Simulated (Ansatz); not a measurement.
A relaxation computed with Ansatz, from input to last step.

```yaml
crystal:
  lattice:
    - [4.876118897, 4.876118897, 4.876118897]
    - [-4.876118897, -4.876118897, 4.876118897]
    - [4.876118897, -4.876118897, -4.876118897]
  atoms:
    - { symbol: Be, position: [0.7515531365, 0.2501610584, 0.0] }
    - { symbol: Be, position: [0.0029287133, 0.0, 0.0] }
    - { symbol: Be, position: [0.7484468635, 0.4984468635, 0.7486079219] }
    - { symbol: Be, position: [-0.0001610584, 0.2513920781, 0.7498389416] }
    - { symbol: Be, position: [0.25, 0.0, 0.7529287133] }
    - { symbol: Be, position: [0.25, 0.7529287133, 0.0] }
    - { symbol: Be, position: [0.5001610584, 0.5015531365, 0.0] }
    - { symbol: Be, position: [0.7515531365, 0.0, 0.2501610584] }
    - { symbol: Be, position: [0.7484468635, 0.7486079219, 0.4984468635] }
    - { symbol: Be, position: [-0.0013920781, 0.4984468635, 0.4984468635] }
    - { symbol: Be, position: [0.25, 0.2501610584, 0.5015531365] }
    - { symbol: Be, position: [0.5001610584, 0.0, 0.5015531365] }
    - { symbol: Be, position: [0.5013920781, 0.7498389416, 0.7498389416] }
    - { symbol: Be, position: [-0.0001610584, 0.7498389416, 0.2513920781] }
    - { symbol: Be, position: [0.25, 0.5015531365, 0.2501610584] }
    - { symbol: Be, position: [0.4970712867, 0.2470712867, 0.2470712867] }
    - { symbol: S, position: [0.75, 0.25, 0.75] }
    - { symbol: S, position: [-0.0029930345, 0.0, 0.7470069655] }
    - { symbol: S, position: [0.7487420104, 0.4987420104, 0.4987420104] }
    - { symbol: S, position: [0.0, 0.25, 0.5] }
    - { symbol: S, position: [0.25, 0.0, 0.5012579896] }
    - { symbol: S, position: [0.25, 0.7470069655, 0.7470069655] }
    - { symbol: S, position: [0.5, 0.5, 0.75] }
    - { symbol: S, position: [0.7512579896, 0.0, 0.0] }
    - { symbol: S, position: [0.75, 0.75, 0.25] }
    - { symbol: S, position: [0.0, 0.5, 0.25] }
    - { symbol: S, position: [0.25, 0.2529930345, 0.2529930345] }
    - { symbol: S, position: [0.5029930345, 0.0, 0.2529930345] }
    - { symbol: S, position: [0.5, 0.75, 0.5] }
    - { symbol: S, position: [-0.0029930345, 0.7470069655, 0.0] }
    - { symbol: S, position: [0.25, 0.5012579896, 0.0] }
    - { symbol: S, position: [0.5029930345, 0.2529930345, 0.0] }
    - { symbol: H, position: [0.25, 0.0, 0.0] }
  host:
    lattice:
      - [0.0, 2.4380594485, 2.4380594485]
      - [2.4380594485, 0.0, 2.4380594485]
      - [2.4380594485, 2.4380594485, 0.0]
    atoms:
      - { symbol: Be, position: [0.0, 0.0, 0.0] }
      - { symbol: S, position: [0.75, 0.75, 0.75] }
total_charge: 1
basis:
  ecutwfc: 420
  xc_grid: 2
kpoints:
  mp_grid: { grid: [2, 2, 2], shift: [0.5, 0.5, 0.5] }
hamiltonian:
  xc: pbe
scf:
  occupations: { method: gaussian, width: 0.01 }
output:
  forces: true
  stress: false
  eigenvalues: true
  charged_corrections:
    defect_position: [0.25, 0.0, 0.0]
    epsilon: [[7.282, 0.0, 0.0], [0.0, 7.282, 0.0], [0.0, 0.0, 7.282]]
relax:
  adjacent_minimum: "off"
  f_tol: 0.025
  max_steps: 45
```

```bash
ansatz run input.yaml --threads 4 --pin off --max-ram 6144MiB --backend cpu --events-out ev --progress --plain --runs-dir out
```

All numbers below come from DFT PBE, scalar-relativistic, plane waves, PAW (Ansatz).

The cell holds a point defect: H interstitial, charge +1.

Of 4 frames 3 are shown, positions in Å and forces in eV/Å; the SCF threshold varies from step to step.

```xyz
33
Lattice="4.8761 4.8761 4.8761 -4.8761 -4.8761 4.8761 4.8761 -4.8761 -4.8761" Properties=species:S:1:pos:R:3:forces:R:3 pbc="T T T" step=1 free_energy_over_end_meV_per_atom=3.66
Be    2.4448    2.4448    4.8845    0.1873    0.1873    0.0038
Be    0.0143    0.0143    0.0143   -0.2847   -0.2847   -0.2847
Be    4.8693   -2.4313    2.4297   -0.1873    0.1873   -0.0038
Be    2.4297   -4.8829   -2.4313   -0.0038   -0.1873    0.1873
Be    4.8904   -2.4523   -2.4523   -0.2847    0.2847    0.2847
Be   -2.4523   -2.4523    4.8904    0.2847    0.2847   -0.2847
Be   -0.0068   -0.0068    4.8845   -0.1873   -0.1873    0.0038
Be    4.8845    2.4448    2.4448    0.0038    0.1873    0.1873
Be    2.4297   -2.4313    4.8693   -0.0038    0.1873   -0.1873
Be   -0.0068   -4.8678   -0.0068   -0.1873    0.0038   -0.1873
Be    2.4448   -2.4464   -0.0068    0.1873   -0.0038   -0.1873
Be    4.8845   -0.0068   -0.0068    0.0038   -0.1873   -0.1873
Be    2.4448   -4.8678    2.4448    0.1873    0.0038    0.1873
Be   -2.4313   -4.8829    2.4297    0.1873   -0.1873   -0.0038
Be   -0.0068   -2.4464    2.4448   -0.1873   -0.0038    0.1873
Be    2.4238    0.0143    2.4238    0.2847   -0.2847    0.2847
S     6.0951   -1.2190    1.2190    0.0000    0.0000    0.0000
S     3.6279   -3.6571   -3.6571    0.4723    0.0000    0.0000
S     3.6510   -1.2129    3.6510    0.0001   -0.0001    0.0001
S     1.2190   -3.6571   -1.2190    0.0000    0.0000    0.0000
S     3.6632   -1.2252   -1.2252   -0.0001    0.0001    0.0001
S     1.2190   -6.0660    1.2190    0.0000   -0.4723    0.0000
S     3.6571   -3.6571    1.2190    0.0000    0.0000    0.0000
S     3.6632    3.6632    3.6632   -0.0001   -0.0001   -0.0001
S     1.2190   -1.2190    6.0951    0.0000    0.0000    0.0000
S    -1.2190   -3.6571    1.2190    0.0000    0.0000    0.0000
S     1.2190   -1.2482    1.2190    0.0000    0.4723    0.0000
S     3.6863    1.2190    1.2190   -0.4723    0.0000    0.0000
S     1.2190   -3.6571    3.6571    0.0000    0.0000    0.0000
S    -3.6571   -3.6571    3.6279    0.0000    0.0000    0.4723
S    -1.2252   -1.2252    3.6632    0.0001    0.0001   -0.0001
S     1.2190    1.2190    3.6863    0.0000    0.0000   -0.4723
H     1.2190    1.2190    1.2190    0.0000    0.0000    0.0000
33
Lattice="4.8761 4.8761 4.8761 -4.8761 -4.8761 4.8761 4.8761 -4.8761 -4.8761" Properties=species:S:1:pos:R:3:forces:R:3 pbc="T T T" step=2 free_energy_over_end_meV_per_atom=0.50
Be    2.4427    2.4427    4.8786    0.0760    0.0760    0.0142
Be   -0.0160   -0.0160   -0.0160   -0.0869   -0.0869   -0.0869
Be    4.8715   -2.4334    2.4356   -0.0760    0.0760   -0.0142
Be    2.4356   -4.8808   -2.4334   -0.0142   -0.0760    0.0760
Be    4.8601   -2.4221   -2.4221   -0.0869    0.0869    0.0869
Be   -2.4221   -2.4221    4.8601    0.0869    0.0869   -0.0869
Be   -0.0047   -0.0047    4.8786   -0.0760   -0.0760    0.0142
Be    4.8786    2.4427    2.4427    0.0142    0.0760    0.0760
Be    2.4356   -2.4334    4.8715   -0.0142    0.0760   -0.0760
Be   -0.0047   -4.8736   -0.0047   -0.0760    0.0142   -0.0760
Be    2.4427   -2.4406   -0.0047    0.0760   -0.0142   -0.0760
Be    4.8786   -0.0047   -0.0047    0.0142   -0.0760   -0.0760
Be    2.4427   -4.8736    2.4427    0.0760    0.0142    0.0760
Be   -2.4334   -4.8808    2.4356    0.0760   -0.0760   -0.0142
Be   -0.0047   -2.4406    2.4427   -0.0760   -0.0142    0.0760
Be    2.4541   -0.0160    2.4541    0.0869   -0.0869    0.0869
S     6.0951   -1.2190    1.2190    0.0000    0.0000    0.0000
S     3.6622   -3.6571   -3.6571    0.0696    0.0000    0.0000
S     3.6698   -1.2317    3.6698   -0.1106    0.1106   -0.1106
S     1.2190   -3.6571   -1.2190    0.0000    0.0000    0.0000
S     3.6444   -1.2063   -1.2063    0.1106   -0.1106   -0.1106
S     1.2190   -6.1003    1.2190    0.0000   -0.0696    0.0000
S     3.6571   -3.6571    1.2190    0.0000    0.0000    0.0000
S     3.6444    3.6444    3.6444    0.1106    0.1106    0.1106
S     1.2190   -1.2190    6.0951    0.0000    0.0000    0.0000
S    -1.2190   -3.6571    1.2190    0.0000    0.0000    0.0000
S     1.2190   -1.2139    1.2190    0.0000    0.0696    0.0000
S     3.6520    1.2190    1.2190   -0.0696    0.0000    0.0000
S     1.2190   -3.6571    3.6571    0.0000    0.0000    0.0000
S    -3.6571   -3.6571    3.6622    0.0000    0.0000    0.0696
S    -1.2063   -1.2063    3.6444   -0.1106   -0.1106    0.1106
S     1.2190    1.2190    3.6520    0.0000    0.0000   -0.0696
H     1.2190    1.2190    1.2190    0.0000    0.0000    0.0000
33
Lattice="4.8761 4.8761 4.8761 -4.8761 -4.8761 4.8761 4.8761 -4.8761 -4.8761" Properties=species:S:1:pos:R:3:forces:R:3 pbc="T T T" step=4 free_energy_over_end_meV_per_atom=0.00
Be    2.4511    2.4511    4.8795    0.0006    0.0006    0.0189
Be   -0.0176   -0.0176   -0.0176    0.0081    0.0081    0.0081
Be    4.8631   -2.4250    2.4347   -0.0006    0.0006   -0.0189
Be    2.4347   -4.8892   -2.4250   -0.0189   -0.0006    0.0006
Be    4.8585   -2.4204   -2.4204    0.0081   -0.0081   -0.0081
Be   -2.4204   -2.4204    4.8585   -0.0081   -0.0081    0.0081
Be   -0.0130   -0.0130    4.8795   -0.0006   -0.0006    0.0189
Be    4.8795    2.4511    2.4511    0.0189    0.0006    0.0006
Be    2.4347   -2.4250    4.8631   -0.0189    0.0006   -0.0006
Be   -0.0130   -4.8727   -0.0130   -0.0006    0.0189   -0.0006
Be    2.4511   -2.4414   -0.0130    0.0006   -0.0189   -0.0006
Be    4.8795   -0.0130   -0.0130    0.0189   -0.0006   -0.0006
Be    2.4511   -4.8727    2.4511    0.0006    0.0189    0.0006
Be   -2.4250   -4.8892    2.4347    0.0006   -0.0006   -0.0189
Be   -0.0130   -2.4414    2.4511   -0.0006   -0.0189    0.0006
Be    2.4557   -0.0176    2.4557   -0.0081    0.0081   -0.0081
S     6.0951   -1.2190    1.2190    0.0000    0.0000    0.0000
S     3.6641   -3.6571   -3.6571    0.0139    0.0000    0.0000
S     3.6584   -1.2204    3.6584    0.0020   -0.0020    0.0020
S     1.2190   -3.6571   -1.2190    0.0000    0.0000    0.0000
S     3.6557   -1.2177   -1.2177   -0.0020    0.0020    0.0020
S     1.2190   -6.1022    1.2190    0.0000   -0.0139    0.0000
S     3.6571   -3.6571    1.2190    0.0000    0.0000    0.0000
S     3.6557    3.6557    3.6557   -0.0020   -0.0020   -0.0020
S     1.2190   -1.2190    6.0951    0.0000    0.0000    0.0000
S    -1.2190   -3.6571    1.2190    0.0000    0.0000    0.0000
S     1.2190   -1.2120    1.2190    0.0000    0.0139    0.0000
S     3.6501    1.2190    1.2190   -0.0139    0.0000    0.0000
S     1.2190   -3.6571    3.6571    0.0000    0.0000    0.0000
S    -3.6571   -3.6571    3.6641    0.0000    0.0000    0.0139
S    -1.2177   -1.2177    3.6557    0.0020    0.0020   -0.0020
S     1.2190    1.2190    3.6501    0.0000    0.0000   -0.0139
H     1.2190    1.2190    1.2190    0.0000    0.0000    0.0000
```